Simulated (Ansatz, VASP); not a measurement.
## Sb: VASP beside Ansatz

File POSCAR:

```
Sb
1.0
    3.2390000000      0.0000000000      0.0000000000
    0.0000000000      3.2390000000      0.0000000000
    0.0000000000      0.0000000000      3.2390000000
Sb
1
Direct
    0.0000000000      0.0000000000      0.0000000000
```

The input INCAR.step1:

```
SYSTEM = Sb
PREC = Accurate
ENCUT = 520
ISMEAR = 0
SIGMA = 0.15
LREAL = .FALSE.
LASPH = .TRUE.
NELM = 100
NBANDS = 8
GGA = PE
ALGO = Normal
EDIFF = 1E-4
LWAVE = .TRUE.
LCHARG = .FALSE.
```

The input INCAR.step2:

```
SYSTEM = Sb
PREC = Accurate
ENCUT = 520
EDIFF = 1E-6
ISMEAR = 0
SIGMA = 0.15
LREAL = .FALSE.
LASPH = .TRUE.
NELM = 100
ALGO = Normal
ISIF = 2
LWAVE = .FALSE.
LCHARG = .TRUE.
METAGGA = R2SCAN
LMIXTAU = .TRUE.
LELF = .TRUE.
LVHAR = .TRUE.
NBANDS = 8
ISTART = 1
```

File KPOINTS:

```
Automatic mesh
0
G
  16 16 16
  0 0 0
```

Input for Ansatz:

```yaml
crystal:
  lattice:
    - [3.239, 0.0, 0.0]
    - [0.0, 3.239, 0.0]
    - [0.0, 0.0, 3.239]
  atoms:
    - { symbol: Sb, position: [0.0, 0.0, 0.0] }
basis:
  ecutwfc: 500
kpoints:
  mp_grid: { grid: [16, 16, 16] }
hamiltonian:
  xc: r2scan
scf:
  occupations: { method: gaussian, width: 0.15 }
output:
  forces: true
  stress: true
  eigenvalues: true
```

Change from the starting cell: strain +0.025 along x and y, +0.025 along z, atoms carried along.

Alike in both runs: task single point; functional r2SCAN; k mesh 16 × 16 × 16; occupations gaussian, width 0.15 eV; no spin polarisation.

```csv
,VASP,Ansatz
version,VASP 6.6.1,Ansatz 0.2.0
potentials or method,"VASP PAW PBE potentials, release 64 (Sb)","scalar-relativistic, plane waves, PAW"
plane-wave cutoff (eV),520,500
valence electrons in the cell,5,15
```

|  | VASP | Ansatz | Ansatz less VASP |
| --- | --- | --- | --- |
| gap on the k mesh at the Fermi level (eV) | none | none | - |
| pressure (GPa) | -6.4 | -6.3 | +0.04 |

A gap of «none» marks a metal or a gap that the smearing closes. The two sets of potentials don't hold the same shells in valence.

Caveats: the PAW data sets were made with another functional, which shifts forces and pressure a little (VASP). The runs have no spin-orbit coupling, so splittings on Sb are missing.
